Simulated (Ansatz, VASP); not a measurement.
# GaP, level by level in two programs

```
Ga P
1.0
     0.00000    2.72525    2.72525
     2.72525    0.00000    2.72525
     2.72525    2.72525    0.00000
Ga P
1 1
Direct
  0.00000 0.00000 0.00000
  0.75000 0.75000 0.75000
```

Single points on this cell with VASP 6.6.1 and Ansatz 0.2.0. Each row is one pair of runs.

```tsv
level	spin	k mesh	smearing	VASP's potentials, cutoff	Ansatz's potentials, cutoff	gap on the k mesh at the Fermi level (eV), VASP	gap on the k mesh at the Fermi level (eV), Ansatz	least direct gap on the mesh (eV), VASP	least direct gap on the mesh (eV), Ansatz	pressure (GPa), VASP	pressure (GPa), Ansatz
PBE	off	8 × 8 × 8	fermi-dirac, width 0.05 eV	VASP PAW PBE potentials, release 64 (Ga_d, P), 520 eV	JTH PAW, 3600 eV	1.64	1.64	1.83	1.82	2.5	2.6
PBE	off	8 × 8 × 8	fermi-dirac, width 0.05 eV	VASP PAW PBE potentials, release 64 (Ga_d, P), 520 eV	Ansatz PAW, 420 eV	1.64	1.64	1.83	1.83	2.5	2.5
PBE	off	8 × 8 × 8	fermi-dirac, width 0.05 eV	VASP PAW PBE potentials, release 64 (Ga_d, P), 520 eV	Ansatz PAW earlier set, 1300 eV	1.64	1.64	1.83	1.83	2.5	2.5
PBE	off	8 × 8 × 8	fermi-dirac, width 0.05 eV	VASP PAW PBE potentials, release 64 (Ga_d, P), 520 eV	SPMS NC, 925 eV	1.64	1.64	1.83	1.82	2.5	2.7
RPBE	off	8 × 8 × 8	gaussian, width 0.05 eV	VASP PAW PBE potentials, release 54 (Ga_d, P), 520 eV	Ansatz PAW, 420 eV	1.73	1.73	1.96	1.96	4.5	4.6
RPBE	off	8 × 8 × 8	gaussian, width 0.1 eV	VASP PAW PBE potentials, release 64 (Ga_d, P), 520 eV	Ansatz PAW, 420 eV	?	1.73	?	1.96	?	4.6
PBE	off	8 × 8 × 8	gaussian, width 0.014 eV	VASP PAW PBE potentials, release 64 (Ga_d, P), 520 eV	Ansatz PAW, 420 eV	1.64	1.64	1.83	1.83	2.4	2.5
PBE0	SOC, no magnetisation	4 × 4 × 4	fermi-dirac, width 0.05 eV	VASP PAW PBE potentials, release 64 (Ga_d, P), 520 eV	Ansatz PAW, 420 eV	3.01	2.96	3.55	3.50	0.6	0.9
```

Problem. Fill in what VASP gave in row 6.

Solution. gap on the k mesh at the Fermi level (eV): 1.73; least direct gap on the mesh (eV): 1.96; pressure (GPa): 4.4.

Caveats: the k mesh is coarse (spacing up to 0.50 Å⁻¹), so the values aren't converged, least of all with exact exchange (some rows); the PAW data sets were made with another functional, which shifts forces and pressure a little (VASP); the PAW data sets come from PBE, with cores solved anew for the run's functional, which leaves a small shift of forces and pressure (Ansatz); the thresholds are loose for stress (Ansatz).
